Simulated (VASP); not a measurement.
# GaN (Fm-3m) in VASP: notebook

One crystal, GaN, is run at these levels: HSE(alpha, omega), PBE; tasks: single point.

Program: VASP 6.6.1. These are calculated values, not measurements. Logs are shortened: lines on timing, memory, paths and dates and some standing lists are left out, and cuts for length are marked.

## 1. Starting point

Symmetry: Fm-3m, No. 225, cubic system. The conventional cell has a = 4.270 Å, b = 4.270 Å, c = 4.270 Å, α = 90.00°, β = 90.00°, γ = 90.00°. Ga (site symmetry m-3m) has 6 N at 2.14 Å as nearest neighbours. Around N (site symmetry m-3m) lie 6 Ga at 2.14 Å.

Measurements of this composition are mostly on another form, of space group No. 186.

## 2. Single point, HSE(alpha, omega)

POSCAR reads:

```
GaN
1.0
    0.0000000000      2.1352350000      2.1352350000
    2.1352350000      0.0000000000      2.1352350000
    2.1352350000      2.1352350000      0.0000000000
Ga N
1 1
Direct
    0.0000000000      0.0000000000      0.0000000000
    0.5000000000      0.5000000000      0.5000000000
```

INCAR.step1 reads:

```
  ALGO = Normal
  EDIFF = 1E-5
  ENCUT = 520
  GGA = PE
  ISIF = 2
  ISMEAR = -1
  LASPH = T
  LCHARG = F
  LREAL = F
  LWAVE = T
  NELM = 80
  PREC = Accurate
  SIGMA = 0.05
```

INCAR.step2 reads:

```
  AEXX = 0.3
  ALGO = Normal
  EDIFF = 1E-6
  ENCUT = 520
  GGA = PE
  HFSCREEN = 0.2
  ISIF = 2
  ISMEAR = -1
  ISTART = 1
  LASPH = T
  LCHARG = F
  LHFCALC = T
  LREAL = F
  LWAVE = F
  NELM = 80
  PREC = Accurate
  PRECFOCK = Fast
  SIGMA = 0.05
```

KPOINTS reads:

```
k-points
0
Gamma
  6 6 6
```

Potentials or basis: VASP PAW PBE potentials, release 64 (Ga_d, N).

The run is started by

```console
$ cat potpaw_PBE.64/Ga_d/POTCAR potpaw_PBE.64/N/POTCAR > POTCAR
$ cp INCAR.step1 INCAR
$ mpirun -np 1 vasp_std > vasp.out
$ cp INCAR.step2 INCAR
$ mpirun -np 1 vasp_std > vasp.out
```

OUTCAR:

```text
AEXX = 0.3
   EDIFF = 1E-6
   ENCUT = 520
   GGA = PE
   HFSCREEN = 0.2
   ISIF = 2
   ISMEAR = -1
   ISTART = 1
   LASPH = T
   LHFCALC = T
   LREAL = F
   NELM = 80
   PREC = Accurate
   PRECFOCK = Fast

 ion  position               nearest neighbor table
   1  0.000  0.000  0.000-   2 2.14   2 2.14   2 2.14   2 2.14   2 2.14   2 2.14
   2  0.500  0.500  0.500-   1 2.14   1 2.14   1 2.14   1 2.14   1 2.14   1 2.14

  LATTYP: Found a face centered cubic cell.
 ALAT       =     4.2704700000

  Lattice vectors:

 A1 = (   0.0000000000,   2.1352350000,   2.1352350000)
 A2 = (   2.1352350000,   0.0000000000,   2.1352350000)
 A3 = (   2.1352350000,   2.1352350000,   0.0000000000)

Analysis of symmetry for initial positions (statically):
=====================================================================
 Subroutine PRICEL returns:
 Original cell was already a primitive cell.

 Routine SETGRP: Setting up the symmetry group for a
 face centered cubic supercell.

 Subroutine GETGRP returns: Found 48 space group operations
 (whereof 48 operations were pure point group operations)
 out of a pool of 48 trial point group operations.

The static configuration has the point symmetry O_h .

Analysis of symmetry for dynamics (positions and initial velocities):
=====================================================================
 Subroutine PRICEL returns:
 Original cell was already a primitive cell.

 Routine SETGRP: Setting up the symmetry group for a
 face centered cubic supercell.

 Subroutine GETGRP returns: Found 48 space group operations
 (whereof 48 operations were pure point group operations)
 out of a pool of 48 trial point group operations.

The dynamic configuration has the point symmetry O_h .

 Subroutine INISYM returns: Found 48 space group operations
 (whereof 48 operations are pure point group operations),
 and found     1 'primitive' translations

----------------------------------------------------------------------------------------

                                     Primitive cell

  volume of cell :      19.4700

  direct lattice vectors                    reciprocal lattice vectors
     0.000000000  2.135235000  2.135235000    -0.234166263  0.234166263  0.234166263
     2.135235000  0.000000000  2.135235000     0.234166263 -0.234166263  0.234166263
     2.135235000  2.135235000  0.000000000     0.234166263  0.234166263 -0.234166263

  length of vectors
[... 90 lines left out ...]
   IALGO  =     38    algorithm
   IMIX   =      1    mixing-type and parameters
     AMIX     =   0.40;   BMIX     =  1.00
     AMIX_MAG =   1.60;   BMIX_MAG =  1.00
  volume/ion in A,a.u.               =       9.74        65.70
  Fermi-wavevector in a.u.,A,eV,Ry     =   1.594814  3.013761 34.605481  2.543431
  Thomas-Fermi vector in A             =   2.692830
   LORBIT       =      0    0 simple, 1 ext, 2 COOP (PROOUT), +10 PAW based schemes
   GGA     = PE    functional components
   LHFCALC =     T    Hartree Fock is set to
   PRECFOCK=fast      Normal, Fast or Accurate (Low or Medium for compatibility)
   ENCUT4O =  -1.0   cutoff for four orbital integrals eV
   NKREDX  =     1    reduce k-point grid by
   NKREDY  =     1    reduce k-point grid by
   NKREDZ  =     1    reduce k-point grid by
   AEXX    =    0.3000 exact exchange contribution
   HFSCREEN=    0.2000 screening length (either q_TF or 0.3 A-1)
   HFSCREENC=   0.2000 screening length for correlation (either q_TF or 0.3 A-1)
   ENCUTFOCK=  -1.0 apply spherical cutoff to Coloumb kernel
   IVDW    =     0    specifies the selected vdW correction
   LEPSILON=     F    determine dielectric tensor
   LRPA    =     F    only Hartree local field effects (RPA)
 non-spin polarized calculation
  energy-cutoff  :      520.00
  volume of cell :       19.47
 maximum number of plane-waves:       544
 NGX is ok and might be reduce to    24
  NGX = 14; NGY = 14; NGZ = 14

 number of electron      18.0000005 magnetization

 Free energy of the ion-electron system (eV)
  ---------------------------------------------------
  ext. energy  EPLUGINS =         0.00000000
  ---------------------------------------------------
  free energy    TOTEN  =       -14.33333011 eV

  energy without entropy =      -14.33333011  energy(sigma->0) =      -14.33333011

 E-fermi :   7.6041     XC(G=0): -10.0250

 val. band max:        6.6213968405   @ k =  -0.1667   0.1667   0.0000
 cond. band min:       8.5198708308   @ k =   0.5000   0.5000   0.0000
 fundamental gap:      1.8984739903
 Fermi energy:         7.6041104605

 k-point     1 :       0.0000    0.0000    0.0000
  band No.  band energies     occupation
      1     -12.3376      2.00000
      2     -10.1633      2.00000
      3     -10.1633      2.00000
      4     -10.1633      2.00000
      5     -10.1413      2.00000
      6     -10.1413      2.00000
      7       6.1249      2.00000
      8       6.1249      2.00000
      9       6.1249      2.00000
     10      10.0508      0.00000
     11      22.8483      0.00000
     12      22.8483      0.00000
     13      22.8483      0.00000
[... 226 lines left out ...]
  band No.  band energies     occupation
      1     -11.3333      2.00000
      2     -10.2355      2.00000
      3     -10.1519      2.00000
      4     -10.0430      2.00000
      5      -9.9222      2.00000
      6      -6.5676      2.00000
      7      -0.0828      2.00000
      8       2.0315      2.00000
      9       2.1539      2.00000
     10      11.7756      0.00000
     11      17.4483      0.00000
     12      19.8018      0.00000
     13      19.8117      0.00000

------------------------ aborting loop because EDIFF is reached ----------------------------------------

  FORCE on cell =-STRESS in cart. coord.  units (eV):
  Direction    XX          YY          ZZ          XY          YZ          ZX
  --------------------------------------------------------------------------------------
  -------------------------------------------------------------------------------------
  Total       -1.3154847     -1.3154847     -1.3154847      0.0000000     -0.0000000     -0.0000000
  in kB     -108.2503628   -108.2503628   -108.2503628      0.0000000     -0.0000000     -0.0000000
  external PRESSURE =    -108.2503628 kB  Pullay stress =       0.0000000 kB

 VOLUME and BASIS-vectors are now :
 -----------------------------------------------------------------------------
  energy-cutoff  :      520.00
  volume of cell :       19.47
      direct lattice vectors                 reciprocal lattice vectors
     0.000000000  2.135235000  2.135235000    -0.234166263  0.234166263  0.234166263
     2.135235000  0.000000000  2.135235000     0.234166263 -0.234166263  0.234166263
     2.135235000  2.135235000  0.000000000     0.234166263  0.234166263 -0.234166263

 POSITION                                       TOTAL-FORCE (eV/Angst)
 -----------------------------------------------------------------------------------
      0.00000      0.00000      0.00000        -0.000000     -0.000000     -0.000000
      2.13524      2.13524      2.13524         0.000000      0.000000      0.000000
 -----------------------------------------------------------------------------------
    total drift:                                0.000000      0.000000      0.000000

  FREE ENERGIE OF THE ION-ELECTRON SYSTEM (eV)
  ---------------------------------------------------
  free  energy   TOTEN  =       -14.3333301072 eV

  energy  without entropy=      -14.3333301065  energy(sigma->0) =      -14.33333011
```

Wall time 6.1 min (1 thread of Intel Xeon Platinum 8488C (Sapphire Rapids), shared host); peak memory 0.25 GiB.

Results:

```
Free energy            : -14.3333 eV
Pressure               : -10.8 GPa
Band gap on the k mesh : 1.90 eV, indirect (least direct gap 3.93 eV)
```

Caveat: the k mesh is coarse (spacing up to 0.42 Å⁻¹), so the values aren't converged, least of all with exact exchange; the PAW data sets were made with another functional, which shifts forces and pressure a little. A k mesh can miss the band edges.

[end of part 1 of 2]
